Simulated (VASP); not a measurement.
# Te2Mo in VASP: a series of runs

One slab, Te2Mo, is run at these levels: PBE, PBE+D3(BJ); tasks: relaxation of cell and atoms.

All numbers are computed with VASP 6.6.1; they aren't measurements. Logs are shortened: lines on timing, memory, paths and dates and some standing lists are left out, and cuts for length are marked.

## 1. The structure

The cell holds a slab with vacuum, 3 atoms: a = 3.518 Å, b = 3.518 Å, c = 21.605 Å, α = 90.00°, β = 90.00°, γ = 120.00°.

## 2. Relaxation of cell and atoms, PBE

File INCAR:

```
SYSTEM = Te2Mo
PREC = Accurate
ENCUT = 600
EDIFF = 1E-6
ISMEAR = 0
SIGMA = 0.03
LREAL = .FALSE.
LASPH = .TRUE.
NELM = 80
ALGO = Normal
ISIF = 3
LWAVE = .FALSE.
LCHARG = .FALSE.
GGA = PE
IBRION = 2
NSW = 90
EDIFFG = -0.01
LATTICE_CONSTRAINTS = .TRUE. .TRUE. .FALSE.
KPAR = 2
```

File KPOINTS:

```
Automatic mesh
0
G
  12 12 1
  0 0 0
```

File POSCAR:

```
Te2Mo
1.0
    3.5182000000      0.0000000000      0.0000000000
   -1.7591000000      3.0468505800      0.0000000000
    0.0000000000      0.0000000000     21.6051888000
Te Mo
2 1
Direct
    0.3333333300      0.6666666700      0.4165666000
    0.3333333300      0.6666666700      0.5834334000
    0.6666666700      0.3333333300      0.5000000000
```

Potentials or basis: VASP PAW PBE potentials, release 64 (Te, Mo_sv).

On the command line:

```bash
$ cat potpaw_PBE.64/Te/POTCAR potpaw_PBE.64/Mo_sv/POTCAR > POTCAR
$ mpirun -np 2 vasp_std > vasp.out
```

OUTCAR:

```text
SYSTEM = Te2Mo
   PREC = Accurate
   ENCUT = 600
   EDIFF = 1E-6
   ISMEAR = 0
   LREAL = .FALSE.
   LASPH = .TRUE.
   NELM = 80
   ISIF = 3
   GGA = PE
   IBRION = 2
   NSW = 90
   EDIFFG = -0.01

 ion  position               nearest neighbor table
   1  0.333  0.667  0.417-   3 2.72   3 2.72   3 2.72   2 3.61
   2  0.333  0.667  0.583-   3 2.72   3 2.72   3 2.72   1 3.61
   3  0.667  0.333  0.500-   1 2.72   2 2.72   1 2.72   2 2.72   1 2.72   2 2.72

  LATTYP: Found a hexagonal cell.
 ALAT       =     3.5182000000
 C/A-ratio  =     6.1409780001

  Lattice vectors:

 A1 = (   3.5182000000,   0.0000000000,   0.0000000000)
 A2 = (  -1.7591000000,   3.0468505800,   0.0000000000)
 A3 = (   0.0000000000,   0.0000000000,  21.6051888000)

Analysis of symmetry for initial positions (statically):
=====================================================================
 Subroutine PRICEL returns:
 Original cell was already a primitive cell.

 Routine SETGRP: Setting up the symmetry group for a
 hexagonal supercell.

 Subroutine GETGRP returns: Found 12 space group operations
 (whereof 12 operations were pure point group operations)
 out of a pool of 24 trial point group operations.

The static configuration has the point symmetry D_3h.

Analysis of symmetry for dynamics (positions and initial velocities):
=====================================================================
 Subroutine PRICEL returns:
 Original cell was already a primitive cell.

 Routine SETGRP: Setting up the symmetry group for a
 hexagonal supercell.

 Subroutine GETGRP returns: Found 12 space group operations
 (whereof 12 operations were pure point group operations)
 out of a pool of 24 trial point group operations.

The dynamic configuration has the point symmetry D_3h.

 Subroutine INISYM returns: Found 12 space group operations
 (whereof 12 operations are pure point group operations),
 and found     1 'primitive' translations

----------------------------------------------------------------------------------------

                                     Primitive cell

  volume of cell :     231.5953

  direct lattice vectors                    reciprocal lattice vectors
     3.518200000  0.000000000  0.000000000     0.284236257  0.164103879  0.000000000
    -1.759100000  3.046850580  0.000000000     0.000000000  0.328207759  0.000000000
     0.000000000  0.000000000 21.605188800     0.000000000  0.000000000  0.046285178

  length of vectors
     3.518200000  3.518200004 21.605188800     0.328207759  0.328207759  0.046285178

  position of ions in fractional coordinates (direct lattice)
     0.333333330  0.666666670  0.416566600
     0.333333330  0.666666670  0.583433400
     0.666666670  0.333333330  0.500000000

  ion indices of the primitive-cell ions
   primitive index   ion index
                 1           1
                 2           2
                 3           3

----------------------------------------------------------------------------------------

 KPOINTS: Automatic mesh

Automatic generation of k-mesh.
 Grid dimensions read from file:
 generate k-points for:   12   12    1

 Generating k-lattice:

  Cartesian coordinates                     Fractional coordinates (reciprocal lattice)
     0.023686355  0.013675323  0.000000000     0.083333333  0.000000000  0.000000000
     0.000000000  0.027350647  0.000000000     0.000000000  0.083333333  0.000000000
     0.000000000  0.000000000  0.046285178     0.000000000  0.000000000  1.000000000

  Length of vectors
     0.027350647  0.027350647  0.046285178

  Shift w.r.t. Gamma in fractional coordinates (k-lattice)
     0.000000000  0.000000000  0.000000000

 Subroutine IBZKPT returns following result:
 ===========================================

 Found     19 irreducible k-points:

 Following reciprocal coordinates:
            Coordinates               Weight
  0.000000  0.000000  0.000000      1.000000
  0.083333 -0.000000  0.000000      6.000000
  0.166667 -0.000000  0.000000      6.000000
  0.250000 -0.000000  0.000000      6.000000
  0.333333 -0.000000  0.000000      6.000000
  0.416667 -0.000000  0.000000      6.000000
[... 11 lines left out ...]
  0.333333  0.250000  0.000000     12.000000
  0.333333  0.333333  0.000000      2.000000
   k-points           NKPTS =     19   k-points in BZ     NKDIM =     19   number of bands    NBANDS=     17
   number of dos      NEDOS =    301   number of ions     NIONS =      3
   total plane-waves  NPLWV = 141120
   dimension x,y,z NGX =    28 NGY =   28 NGZ =  180
   dimension x,y,z NGXF=    56 NGYF=   56 NGZF=  360
   ions per type =               2   1
   NGX,Y,Z   is equivalent  to a cutoff of  13.23, 13.23, 13.85 a.u.
   NGXF,Y,Z  is equivalent  to a cutoff of  26.46, 26.46, 27.70 a.u.
 SYSTEM =  Te2Mo
   PREC   = accura    normal or accurate (medium, high low for compatibility)
   ISTART =      0    job   : 0-new  1-cont  2-samecut
   ICHARG =      2    charge: 1-file 2-atom 10-const
   ISPIN  =      1    spin polarized calculation?
   LNONCOLLINEAR =      F non collinear calculations
   LSORBIT =      F    spin-orbit coupling
   LASPH  =      T    aspherical Exc in radial PAW
   ENCUT  =  600.0 eV  44.10 Ry    6.64 a.u.   7.03  7.03 43.15*2*pi/ulx,y,z
   NELM   =     80;   NELMIN=  2; NELMDL= -5     # of ELM steps
   EDIFF  = 0.1E-05   stopping-criterion for ELM
   LREAL  =      F    real-space projection
   EDIFFG = -.1E-01   stopping-criterion for IOM
   NSW    =     90    number of steps for IOM
   IBRION =      2    ionic relax: 0-MD 1-quasi-New 2-CG
   NFREE  =      1    steps in history (QN), initial steepest desc. (CG)
   ISIF   =      3    stress and relaxation
   ISYM   =      2    0-nonsym 1-usesym 2-fastsym
   POTIM  = 0.5000    time-step for ionic-motion
   TEBEG  =    0.0;   TEEND  =   0.0 temperature during run
   PSTRESS=    0.0 pullay stress
   NELECT =      26.0000    total number of electrons
   NUPDOWN=      -1.0000    fix difference up-down
   EMIN   =  10.00;   EMAX   =-10.00  energy-range for DOS
   EFERMI =   0.00;   METHOD = LEGACY
   ISMEAR =     0;   SIGMA  =   0.03  broadening in eV -4-tet -1-fermi 0-gaus
   EFERMI_NEDOS =   21; number of points for ismear=-14 and -15
   IALGO  =     38    algorithm
   IMIX   =      4    mixing-type and parameters
     AMIX     =   0.40;   BMIX     =  1.00
     AMIX_MAG =   1.60;   BMIX_MAG =  1.00
  volume/ion in A,a.u.               =      77.20       520.96
  Fermi-wavevector in a.u.,A,eV,Ry     =   0.789750  1.492410  8.486012  0.623704
  Thomas-Fermi vector in A             =   1.894954
   LORBIT       =      0    0 simple, 1 ext, 2 COOP (PROOUT), +10 PAW based schemes
   GGA     = PE    functional components
   LHFCALC =     F    Hartree Fock is set to
   AEXX    =    0.0000 exact exchange contribution
   IVDW    =     0    specifies the selected vdW correction
   LEPSILON=     F    determine dielectric tensor
   LRPA    =     F    only Hartree local field effects (RPA)
 conjugate gradient relaxation of ions
 non-spin polarized calculation
 Gauss-broadening in eV      SIGMA  =   0.03
  energy-cutoff  :      600.00
  volume of cell :      231.60
 maximum number of plane-waves:      7761
   NGX = 15   NGY = 15   NGZ = 87

--------------------------------------- Ionic step        1  -------------------------------------------

 number of electron      26.0000001 magnetization

 Free energy of the ion-electron system (eV)
  ---------------------------------------------------
  ext. energy  EPLUGINS =         0.00000000
  ---------------------------------------------------
  free energy    TOTEN  =       -18.01186218 eV

  energy without entropy =      -18.01186218  energy(sigma->0) =      -18.01186218

------------------------ aborting loop because EDIFF is reached ----------------------------------------

  FORCE on cell =-STRESS in cart. coord.  units (eV):
  Direction    XX          YY          ZZ          XY          YZ          ZX
  --------------------------------------------------------------------------------------
  -------------------------------------------------------------------------------------
  Total        1.0709734      1.0709734      0.9720199     -0.0000000      0.0000000      0.0000000
  in kB        7.4089989      7.4089989      6.7244378     -0.0000000      0.0000000      0.0000000
  external PRESSURE =       7.1808119 kB  Pullay stress =       0.0000000 kB

 VOLUME and BASIS-vectors are now :
 -----------------------------------------------------------------------------
  energy-cutoff  :      600.00
  volume of cell :      231.60
      direct lattice vectors                 reciprocal lattice vectors
     3.518200000  0.000000000  0.000000000     0.284236257  0.164103879  0.000000000
    -1.759100000  3.046850580  0.000000000     0.000000000  0.328207759  0.000000000
     0.000000000  0.000000000 21.605188800     0.000000000  0.000000000  0.046285178

 POSITION                                       TOTAL-FORCE (eV/Angst)
 -----------------------------------------------------------------------------------
     -0.00000      2.03123      9.00000         0.000000     -0.000000     -0.274873
     -0.00000      2.03123     12.60519         0.000000     -0.000000      0.274873
      1.75910      1.01562     10.80259        -0.000000      0.000000      0.000000
 -----------------------------------------------------------------------------------
    total drift:                               -0.000026      0.000015      0.000000

  FREE ENERGIE OF THE ION-ELECTRON SYSTEM (eV)
  ---------------------------------------------------
  free  energy   TOTEN  =       -18.0118621823 eV
[... 17 lines left out ...]
 VOLUME and BASIS-vectors are now :
 -----------------------------------------------------------------------------
  energy-cutoff  :      600.00
  volume of cell :      239.64
      direct lattice vectors                 reciprocal lattice vectors
     3.578791144  0.000000000  0.000000000     0.279423962  0.161325499  0.000000000
    -1.789395572  3.099324051  0.000000000    -0.000000000  0.322650999  0.000000000
     0.000000000  0.000000000 21.605188800     0.000000000  0.000000000  0.046285178

 POSITION                                       TOTAL-FORCE (eV/Angst)
 -----------------------------------------------------------------------------------
     -0.00000      2.06622      8.98674        -0.000000      0.000000      0.204127
     -0.00000      2.06622     12.61845        -0.000000     -0.000000     -0.204127
      1.78940      1.03311     10.80259         0.000000      0.000000      0.000000
 -----------------------------------------------------------------------------------
    total drift:                               -0.000026      0.000015      0.000000

  FREE ENERGIE OF THE ION-ELECTRON SYSTEM (eV)
  ---------------------------------------------------
  free  energy   TOTEN  =       -18.0173562624 eV

  energy  without entropy=      -18.0173562624  energy(sigma->0) =      -18.01735626

--------------------------------------- Ionic step        3  -------------------------------------------

 number of electron      26.0000001 magnetization

 Free energy of the ion-electron system (eV)
  ---------------------------------------------------
  ext. energy  EPLUGINS =         0.00000000
  ---------------------------------------------------
  free energy    TOTEN  =       -18.02418314 eV

  energy without entropy =      -18.02418314  energy(sigma->0) =      -18.02418314

 E-fermi :  -0.6097     XC(G=0):  -3.8611

 val. band max:       -0.7930699298   @ k =   0.3333   0.3333   0.0000
 cond. band min:       0.2906915960   @ k =   0.3333   0.3333   0.0000
 fundamental gap:      1.0837615258
 Fermi energy:        -0.6096760528

 k-point     1 :       0.0000    0.0000    0.0000
  band No.  band energies     occupation
      1     -61.4842      2.00000
      2     -35.6315      2.00000
      3     -35.5254      2.00000
      4     -35.5254      2.00000
      5     -13.3294      2.00000
      6     -12.3974      2.00000
[... 9 lines left out ...]
     16       2.5309      0.00000
     17       2.5309      0.00000

 k-point     2 :       0.0833   -0.0000    0.0000
  band No.  band energies     occupation
      1     -61.4837      2.00000
      2     -35.6298      2.00000
      3     -35.5332      2.00000
      4     -35.5273      2.00000
      5     -13.2357      2.00000
      6     -12.3321      2.00000
[... 9 lines left out ...]
     16       2.3277      0.00000
     17       2.3395      0.00000
[... 351 lines left out ...]
 VOLUME and BASIS-vectors are now :
 -----------------------------------------------------------------------------
  energy-cutoff  :      600.00
  volume of cell :      236.14
      direct lattice vectors                 reciprocal lattice vectors
     3.552580447  0.000000000  0.000000000     0.281485533  0.162515748  0.000000000
    -1.776290224  3.076624921  0.000000000    -0.000000000  0.325031496  0.000000000
     0.000000000  0.000000000 21.605188800     0.000000000  0.000000000  0.046285178

 POSITION                                       TOTAL-FORCE (eV/Angst)
 -----------------------------------------------------------------------------------
     -0.00000      2.05108      8.99248         0.000000     -0.000000      0.004784
     -0.00000      2.05108     12.61271         0.000000     -0.000000     -0.004784
      1.77629      1.02554     10.80259        -0.000000      0.000000      0.000000
 -----------------------------------------------------------------------------------
    total drift:                               -0.000026      0.000015      0.000000

  FREE ENERGIE OF THE ION-ELECTRON SYSTEM (eV)
  ---------------------------------------------------
  free  energy   TOTEN  =       -18.0241831391 eV

  energy  without entropy=      -18.0241831391  energy(sigma->0) =      -18.02418314

 reached required accuracy - stopping structural energy minimisation
```

Run time: 1.8 min. Hardware: 2 MPI ranks of Intel Xeon 6975P-C (Granite Rapids), shared host; peak memory 0.44 GiB.

What came out:

| Item | Value |
| --- | --- |
| Free energy | -18.0242 eV |
| Relaxed volume | 78.71 Å³/atom |
| Relaxed cell | a = 3.553 Å, b = 3.553 Å, c = 21.605 Å, α = 90.00°, β = 90.00°, γ = 120.00° |
| Space group after relaxing (to 0.05 Å) | P-6m2 (No. 187) |
| Energy gained by relaxing | 4.1 meV/atom |
| Ionic steps | 3 |
| Largest force after relaxing | 0.005 eV/Å |
| Band gap on the k mesh | 1.08 eV, direct |

Forces in eV/Å, atoms in the order of the input:
```
Te   0.000  0.000  0.005
Te   0.000  0.000 -0.005
Mo   0.000  0.000  0.000
```

Step by step:
| step | energy change (eV) | largest force (eV/Å) | pressure (GPa) | volume (Å³) |
| --- | --- | --- | --- | --- |
| 1 | 0.0000 | 0.2749 | 0.72 | 231.60 |
| 2 | -0.0055 | 0.2041 | -0.51 | 239.64 |
| 3 | -0.0123 | 0.0048 | 0.00 | 236.14 |

Final structure:
```cif
data_structure
_symmetry_space_group_name_H-M 'P 1'
_symmetry_Int_Tables_number 1
_cell_length_a 3.5526
_cell_length_b 3.5526
_cell_length_c 21.6052
_cell_angle_alpha 90.000
_cell_angle_beta 90.000
_cell_angle_gamma 120.000
_cell_volume 236.14
loop_
_atom_site_label
_atom_site_type_symbol
_atom_site_fract_x
_atom_site_fract_y
_atom_site_fract_z
_atom_site_occupancy
Te1 Te 0.33333 0.66667 0.41622 1
Te2 Te 0.33333 0.66667 0.58378 1
Mo1 Mo 0.66667 0.33333 0.50000 1
```

Caveat: spin-orbit coupling is left out, which moves the levels of the heavy elements.

## 3. Relaxation of cell and atoms, PBE

This run uses another cell than the first one, of 78.71 Å³/atom, 1.020 times its volume.

INCAR, as its differences from that of step 2:

```diff
@@ -3,3 +3,3 @@
 ENCUT = 600
-EDIFF = 1E-6
+EDIFF = 1E-7
 ISMEAR = 0
@@ -16,3 +16,3 @@
 NSW = 90
-EDIFFG = -0.01
+EDIFFG = -0.005
 LATTICE_CONSTRAINTS = .TRUE. .TRUE. .FALSE.
```

KPOINTS is that of step 2.

File POSCAR:

```
Te2Mo                                   
1.0
    3.5525804474      0.0000000000      0.0000000000
   -1.7762902237      3.0766249210      0.0000000000
    0.0000000000      0.0000000000     21.6051888000
  Te              Mo            
     2     1
Direct
     0.3333333300000021    0.6666666699999979    0.4162183370050703
     0.3333333300000021    0.6666666699999979    0.5837816629949297
     0.6666666699999979    0.3333333300000021    0.5000000000000000
```

Potentials or basis: VASP PAW PBE potentials, release 64 (Te, Mo_sv).

On the command line:

```bash
$ cat potpaw_PBE.64/Te/POTCAR potpaw_PBE.64/Mo_sv/POTCAR > POTCAR
$ mpirun -np 2 vasp_std > vasp.out
```

Wall time 86 s (2 MPI ranks of Intel Xeon 6975P-C (Granite Rapids), shared host); peak memory 0.43 GiB.

It converged, with:

| Property | Result |
| --- | --- |
| Free energy | -18.0245 eV |
| Largest force after relaxing | 0.005 eV/Å |
| Band gap on the k mesh | 1.08 eV, direct |

Forces in eV/Å, atoms in the order of the input:
```
Te   0.000  0.000  0.005
Te   0.000  0.000 -0.005
Mo   0.000  0.000  0.000
```

Final structure:
```
CELL_PARAMETERS angstrom
3.55258 0.00000 0.00000
-1.77629 3.07662 0.00000
0.00000 0.00000 21.60519
ATOMIC_POSITIONS crystal
Te 0.33333 0.66667 0.41622
Te 0.33333 0.66667 0.58378
Mo 0.66667 0.33333 0.50000
```

Levels at points of the mesh, in eV from the valence-band top:
```csv
k point,band 9,band 10,band 11,band 12,band 13,band 14,band 15,band 16,band 17
"(0.00, 0.00, 0.00)",-1.63,-1.63,-0.87,-0.87,-0.46,3.05,3.05,3.32,3.32
"(0.50, 0.00, 0.00)",-3.28,-2.26,-1.62,-0.73,-0.31,1.40,1.73,3.26,3.64
```

Caveat: the relaxation stopped at its first step, so nothing moved; spin-orbit coupling is left out, which moves the levels of the heavy elements. PBE gaps usually lie below the measured ones, often by a third to a half.

## 4. Relaxation of cell and atoms, PBE+D3(BJ)

File INCAR:

```
SYSTEM = Te2Mo
  ALGO = Normal
  EDIFF = 1E-6
  EDIFFG = -0.01
  ENCUT = 600
  GGA = PE
  IBRION = 2
  ISIF = 3
  ISMEAR = 0
  IVDW = 12
  LASPH = .TRUE.
  LATTICE_CONSTRAINTS = .TRUE. .TRUE. .FALSE.
  LCHARG = .FALSE.
  LREAL = .FALSE.
  LWAVE = .FALSE.
  NELM = 80
  NSW = 90
  PREC = Accurate
  SIGMA = 0.03
```

File KPOINTS:

```
k-points
0
G
  12 12 1
  0 0 0
```

File POSCAR:

```
Te2Mo
1.0
    3.5182000000      0.0000000000      0.0000000000
   -1.7591000000      3.0468505800      0.0000000000
    0.0000000000      0.0000000000     21.6051888000
Te Mo
2 1
Direct
    0.3333333300      0.6666666700      0.4165666000
    0.3333333300      0.6666666700      0.5834334000
    0.6666666700      0.3333333300      0.5000000000
```

On the command line:

```bash
$ cat potpaw_PBE.64/Te/POTCAR potpaw_PBE.64/Mo_sv/POTCAR > POTCAR
$ mpirun -np 1 vasp_std > vasp.out
```

Wall time 6.4 min (1 thread of Intel Xeon Platinum 8488C (Sapphire Rapids), shared host); peak memory 0.47 GiB.

It converged, with:

* Free energy: -19.2120 eV
* Relaxed volume: 76.51 Å³/atom
* Relaxed cell: a = 3.503 Å, b = 3.503 Å, c = 21.605 Å, α = 90.00°, β = 90.00°, γ = 120.00°
* Space group after relaxing (to 0.05 Å): P-6m2 (No. 187)
* Energy gained by relaxing: 0.9 meV/atom
* Ionic steps: 6
* Band gap on the k mesh: 1.19 eV, direct
* Dispersion energy per atom: -0.401 eV

The path:
```tsv
step	energy change (eV)	largest force (eV/Å)	pressure (GPa)	volume (Å³)
1	0.0000	0.1367	0.04	231.60
2	-0.0019	0.0857	0.05	230.56
3	-0.0027	0.0287	0.05	229.40
4	-0.0027	0.0236	0.05	229.30
5	-0.0027	0.0260	-0.07	229.83
6	-0.0028	0.0015	-0.01	229.54
```

Final structure:
```xyz
3
Lattice="3.5025 0.0000 0.0000 -1.7513 3.0333 0.0000 0.0000 0.0000 21.6052" Properties=species:S:1:pos:R:3 pbc="T T T"
Te    0.0000    2.0222    8.9844
Te    0.0000    2.0222   12.6208
Mo    1.7513    1.0111   10.8026
```

Levels at points of the mesh, in eV from the valence-band top:
```
           k point  band 11  band 12  band 13  band 14  band 15  band 16
(0.00, 0.00, 0.00)    -0.82    -0.82    -0.58     3.21     3.21     3.49
(0.50, 0.00, 0.00)    -1.72    -0.78    -0.21     1.50     1.80     3.31
```

Caveat: spin-orbit coupling is left out, which moves the levels of the heavy elements. PBE gaps usually lie below the measured ones, often by a third to a half.
